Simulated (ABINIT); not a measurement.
CdSe (Cadmoselite):

```
Cd Se
1.0
     4.30000    0.00000    0.00000
    -2.15000    3.72391    0.00000
     0.00000    0.00000    7.02000
Cd Se
2 2
Direct
  0.66667 0.33333 0.50000
  0.33333 0.66667 0.00000
  0.66667 0.33333 0.88500
  0.33333 0.66667 0.38500
```

Program: ABINIT 10.8.3 (patched build). Alike in all runs: task single point; potentials or basis JTH PAW PBE v2.0; no spin polarisation; cell as given; k mesh 7 × 7 × 4; cutoff (eV) 707; smearing fermi-dirac 0.05 eV.

Order these runs on this cell by their pressure, lowest first.
A. level RPBE
B. level SCAN
C. level PW91

B (0.7 GPa), C (2.7 GPa), A (4.9 GPa).

Caveats: the PAW data sets were made with another functional, which shifts forces and pressure a little.

Runs at the PBE level aren't shown here.
